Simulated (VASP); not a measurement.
# Cr: relaxation of cell and atoms with PBE

Crystal: Cr.

```xyz
2
Lattice="2.5656 0.0000 0.0000 -1.2828 2.2219 0.0000 0.0000 0.0000 4.1905" Properties=species:S:1:pos:R:3 pbc="T T T"
Cr    0.0000    1.4813    3.1429
Cr    1.2828    0.7406    1.0476
```

The cell was built by a generator and needn't be a form met in nature.

* Program: VASP 6.6.1
* Task: relaxation of cell and atoms
* Functional: PBE
* Potentials or basis: VASP PAW PBE potentials, release 64 (Cr_pv)
* Cutoff: 600 eV
* k mesh: 8 × 8 × 6
* Occupations: gaussian, width 0.05 eV
* Spin: collinear spin, typed start
* Starting moments: [2.0, 2.0] μB
* Dipole correction: no
* Further INCAR settings: ALGO = Fast; EDIFF = 1e-06; IBRION = 2; EDIFFG = -0.03; NSW = 80; ISIF = 3

```json
{
  "Relaxed volume": "11.89 Å³/atom",
  "Relaxed cell": "a = 2.481 Å, b = 2.481 Å, c = 4.462 Å, α = 90.00°, β = 90.00°, γ = 120.00°",
  "Space group after relaxing (to 0.05 Å)": "P6_3/mmc (No. 194)",
  "Energy gained by relaxing": "45.7 meV/atom",
  "Ionic steps": "8",
  "Pressure after relaxing": "0.0 GPa",
  "Band gap on the k mesh": "none (metal or under the smearing width)",
  "Net moment": "0.00 μB per cell",
  "Valence electrons inside the program's atomic spheres": "Cr 11.03"
}
```

Stress tensor (GPa, compression positive):
```
 0.06  0.00  0.00
 0.00  0.06  0.00
 0.00  0.00 -0.20
```

Step by step:
```tsv
step	energy change (eV)	largest force (eV/Å)	pressure (GPa)	volume (Å³)
1	0.0000	0.0000	-1.56	23.89
2	-0.0580	0.0000	2.50	23.47
3	-0.0761	0.0000	5.87	23.19
4	-0.0887	0.0000	-0.19	23.85
5	-0.0905	0.0000	1.30	23.66
6	-0.0905	0.0000	1.33	23.68
7	-0.0913	0.0000	-0.30	23.82
8	-0.0914	0.0000	-0.03	23.79
```

Final structure:
```
Cr
1.0
     2.48130    0.00000    0.00000
    -1.24065    2.14887    0.00000
     0.00000    0.00000    4.46162
Cr
2
Cartesian
  0.0000 1.4326 3.3462
  1.2407 0.7163 1.1154
```

Levels at points of the mesh, in eV from the Fermi level:
Spin up:
| k point | band 8 | band 9 | band 10 | band 11 | band 12 | band 13 | band 14 | band 15 | band 16 | band 17 |
| --- | --- | --- | --- | --- | --- | --- | --- | --- | --- | --- |
| (0.00, 0.00, 0.00) | -4.09 | -1.27 | -0.36 | -0.36 | -0.32 | -0.04 | -0.04 | 1.07 | 1.07 | 2.16 |
| (0.50, 0.00, 0.00) | -3.48 | -3.41 | -0.98 | -0.59 | -0.33 | -0.14 | 2.25 | 2.82 | 2.94 | 4.07 |
| (0.00, 0.00, 0.50) | -5.66 | -1.66 | -1.66 | -0.33 | -0.33 | -0.33 | -0.33 | 1.77 | 1.77 | 1.77 |
| (0.50, 0.00, 0.50) | -3.93 | -2.50 | -2.50 | 0.93 | 0.93 | 1.26 | 1.26 | 2.89 | 2.89 | 3.43 |
Spin down:
```
           k point  band 9  band 10  band 11  band 12  band 13  band 14  band 15  band 16
(0.00, 0.00, 0.00)   -1.27    -0.36    -0.36    -0.32    -0.04    -0.04     1.07     1.07
(0.50, 0.00, 0.00)   -3.41    -0.98    -0.59    -0.33    -0.14     2.25     2.82     2.94
(0.00, 0.00, 0.50)   -1.66    -1.66    -0.33    -0.33    -0.33    -0.33     1.77     1.77
(0.50, 0.00, 0.50)   -2.50    -2.50     0.93     0.93     1.26     1.26     2.89     2.89
```

Run time: 3.1 min on 1 thread of Intel(R) Xeon(R) Platinum 8488C (Sapphire Rapids), with other jobs on the host, peak memory 0.18 GiB.

Caveat: the starting moments collapsed, and a magnetic state may lie lower.
